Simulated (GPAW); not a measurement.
# A GW chain in GPAW: KI (Fm-3m)

How does a plane-wave GW calculation on KI (Fm-3m) run from the first input to the gap?

Method: PBE and many-body steps on it, plane waves, in GPAW 26.7.0.

This is a report of a sequence of runs, with most program output left out.

**1. Starting point**

Symmetry: Fm-3m, No. 225, cubic system. The conventional cell has a = 7.066 Å, b = 7.066 Å, c = 7.066 Å, α = 90.00°, β = 90.00°, γ = 90.00°. Nearest to K lie 6 I at 3.53 Å. Nearest to I lie 6 K at 3.53 Å. Farther neighbours and most contacts between anions are not listed.

Coordinates:

```cif
data_structure
_symmetry_space_group_name_H-M 'P 1'
_symmetry_Int_Tables_number 1
_cell_length_a 4.9961
_cell_length_b 4.9961
_cell_length_c 4.9961
_cell_angle_alpha 60.000
_cell_angle_beta 60.000
_cell_angle_gamma 60.000
_cell_volume 88.18
loop_
_atom_site_label
_atom_site_type_symbol
_atom_site_fract_x
_atom_site_fract_y
_atom_site_fract_z
_atom_site_occupancy
K1 K 0.00000 0.00000 0.00000 1
I2 I 0.50000 0.50000 0.50000 1
```

The cell and positions come from the Crystallography Open Database and are kept as given unless a step says otherwise. Spin-orbit coupling is left out unless a step names it.

**2. Ground state**

This step: GPAW 26.7.0; DFT, PBE, plane waves, PAW.

The ground-state density comes first.

run.py

```python
import json
import numpy as np
from gpaw.mpi import world
from ase import Atoms
from gpaw import GPAW, PW, FermiDirac

atoms = Atoms(['K', 'I'],
    cell=[[0.0000000000, 3.5327750000, 3.5327750000],
      [3.5327750000, 0.0000000000, 3.5327750000],
      [3.5327750000, 3.5327750000, 0.0000000000]],
    scaled_positions=[[0.0000000000, 0.0000000000, 0.0000000000],
      [0.5000000000, 0.5000000000, 0.5000000000]],
    pbc=(True, True, True))
calc = GPAW(mode=PW(450),
    xc='PBE',
    kpts={'size': (6, 6, 6), 'gamma': True},
    occupations=FermiDirac(0.001),
    nbands=-7,
    convergence={'density': 1e-6, 'bands': -3},
    maxiter=100,
    txt='gs.txt')
atoms.calc = calc
res = {'energy': atoms.get_potential_energy()}
kpts = calc.get_ibz_k_points()
res['kpts'] = kpts
res['eigenvalues'] = [calc.get_eigenvalues(kpt=k) for k in range(len(kpts))]
res['n_electrons'] = calc.get_number_of_electrons()
calc.write('gs.gpw')

if world.rank == 0:
    with open('result.json', 'w') as f:
        json.dump(res, f, default=lambda x: x.tolist())
```

Launch:

```bash
$ mpirun -n 4 gpaw python run.py
```

Run time: 5.1 s. Hardware: 4 MPI ranks of Arm Neoverse V2, shared host; peak memory 0.73 GiB; 20 s of CPU time.

Numbers from this step:

| Property | Result |
| --- | --- |
| total energy | -5.711 eV |
| gap | 3.977 eV |
| k of the valence top | 0, 0, 0 |
| k of the conduction bottom | 0, 0, 0 |
| least direct gap | 3.977 eV |

The gap is direct, at Γ.

**3. Empty states on the mesh, 4×4×4 mesh, 415 bands**

The sums over transitions need many empty states on a uniform mesh; this step solves for them.

run.py

```python
import json
import numpy as np
from gpaw.mpi import world
from gpaw import GPAW

calc = GPAW('gs.gpw').fixed_density(kpts={'size': (4, 4, 4), 'gamma': True},
    parallel={'domain': 1, 'band': 1},
    txt='nscf.txt')
calc.diagonalize_full_hamiltonian(nbands=415)
calc.write('full.gpw', mode='all')
res = {}
kpts = calc.get_ibz_k_points()
res['kpts'] = kpts
res['eigenvalues'] = [calc.get_eigenvalues(kpt=k) for k in range(len(kpts))]
res['n_electrons'] = calc.get_number_of_electrons()

if world.rank == 0:
    with open('result.json', 'w') as f:
        json.dump(res, f, default=lambda x: x.tolist())
```

Launch:

```bash
$ mpirun -n 4 gpaw python run.py
```

Run time: 16 s. Hardware: 4 MPI ranks; peak memory 1.9 GiB.

Numbers from this step:

- gap: 3.977 eV
- k of the valence top: 0, 0, 0
- k of the conduction bottom: 0, 0, 0
- least direct gap: 3.977 eV
- k points computed: 8
- lowest point of the top converged band, above the valence top: 155.5190 eV

On this mesh the gap is 3.977 eV.

**4. Screening and self-energy, 4×4×4 mesh, 188 bands, screening to 96 eV**

Now the one-shot GW correction: screening in the RPA, then the self-energy of the levels asked for.

This step: G0W0 on PBE, plane waves, PAW.

run.py

```python
import json
import numpy as np
from gpaw.mpi import world
from gpaw.response.g0w0 import G0W0

gw = G0W0('full.gpw',
    filename='gw',
    kpts=[0],
    bands=(6, 10),
    ecut=96,
    nbands=188,
    integrate_gamma='WS',
    ppa=True)
gw.calculate()
res = {mode: {k: v for k, v in r.items() if k != 'sigma_eskwn'}
       for mode, r in gw.all_results.items()}

if world.rank == 0:
    with open('result.json', 'w') as f:
        json.dump(res, f, default=lambda x: x.tolist())
```

Launch:

```bash
$ mpirun -n 4 gpaw python run.py
```

It took 34 s on 4 MPI ranks; peak memory 1.3 GiB.

Numbers from this step:

* G0W0 gap on the points computed: 6.034 eV
* least direct G0W0 gap on the computed points: 6.034 eV
* Z at the valence top: 0.8217
* Z at the conduction bottom: 0.8608
* starting gap on the mesh: 3.977 eV
* k of the valence top: 0, 0, 0
* k of the conduction bottom: 0, 0, 0

The gap on the mesh goes from 3.98 eV to 6.03 eV, a correction of +2.06 eV.

Limits: finite bands, cutoff and mesh; no spin-orbit coupling. v1 is the top filled band, c1 the lowest empty one. Levels before and after the correction, in eV, zero at the valence-band top of each column:

```csv
,conduction bottom,valence top
Kohn-Sham,3.98,0.00
G0W0,6.03,0.00
```

```csv
,level,energy (eV)
Kohn-Sham,Γ v2-v1,0.000
Kohn-Sham,Γ c1,3.977
Kohn-Sham,Γ c2,6.507
G0W0,Γ v2-v1,0.000
G0W0,Γ c1,6.034
G0W0,Γ c2,9.116
```

**5. Where the time went**

Times are wall times on 4 MPI ranks of Arm Neoverse V2, shared host, good to a factor of about two.

```csv
step,time,share,memory (GiB)
ground state,5.1 s,9 %,0.73
empty states on the mesh,16 s,29 %,1.9
screening and self-energy,34 s,62 %,1.3
```

**6. Results**

```yaml
pbe_gap: 3.98 eV, direct
g0w0_gap_on_the_mesh: 6.03 eV
gw_settings: 4×4×4 mesh, 188 bands, screening to 96 eV, Godby-Needs plasmon pole
known_limits: not at the basis limit; no spin-orbit coupling
```

What this shows: G0W0 moves the gap on the mesh from 3.98 eV to 6.03 eV (+2.06 eV), with Z of 0.82 and 0.86 at the edges. Only 1 of the mesh's irreducible points was corrected, so a valley elsewhere could overtake. The dearest step here is «screening and self-energy». Bands and cutoff are finite, so the gap is not at the basis limit. The miss can reach some tenths of an eV and take either sign; the mesh is an error of its own. These stock PAW sets were not made for GW; the filled d or f shell of I lies in the frozen core, which bears on start and correction. In the G0W0 run levels were corrected at 1 k point alone, so a gap called «on the mesh» is the least over those, and an edge elsewhere would be missed. The many-body steps are scalar-relativistic: spin-orbit coupling is not in them.

[Paths, hosts, dates, memory and timing lines, banners, echoed tables and standing remarks are left out of the program output.]

[Logs are printed without paths, hosts, clocks, repeated set-up lines and the standing remarks that a program may print on its own settings, such as how far it seeks lower states.]

[Runs of the session that timed out or met a known fault of the program may be left out.]

[Hosts, paths, dates, database ids (printed as entryN), source tags and the programs' standing remarks are cut or masked in the printed files.]
